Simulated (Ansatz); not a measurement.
# W under changes of volume

One of the cells (15.848 Å³/atom); the others are scaled copies at fixed shape and fractional positions:

```xyz
1
Lattice="-1.5823 1.5823 1.5823 1.5823 -1.5823 1.5823 1.5823 1.5823 -1.5823" Properties=species:S:1:pos:R:3 pbc="T T T"
W     0.0000    0.0000    0.0000
```

```yaml
Program: Ansatz 0.2.0
Functional: PBE
Potentials_or_basis: Ansatz PAW earlier set
Cutoff: "760 eV (not typed: the program's choice for these potentials)"
k_mesh: 12 × 12 × 12
Occupations: fermi-dirac, width 0.05 eV
Spin: no spin polarisation
```

| volume (Å³/atom) | energy over the lowest point (meV/atom) | pressure (GPa) |
| --- | --- | --- |
| 14.897 | ? | ? |
| 15.214 | 56.88 | 20.2 |
| 15.531 | 24.42 | 12.7 |
| 15.848 | 5.87 | 6.0 |
| 16.165 | 0.00 | -0.1 |
| 16.482 | 5.70 | -5.7 |
| 16.798 | 21.95 | -10.8 |

**Question.** What does the run at 14.897 Å³/atom give?

**Answer.** Energy over the lowest point 104.68 meV/atom; pressure 28.3 GPa.

Worked out: A Birch-Murnaghan fit of order 3 (a polynomial in V^(-2/3)) to the other rows has its minimum at 16.16 Å³/atom with B0 = V·E''(V) = 299 GPa and B' = 3.6. It gives 104.55 meV/atom at 14.897 Å³/atom, against the run's 104.68, and -dE/dV = 28.2 GPa, against 28.3.

Energies are extrapolated to zero smearing.
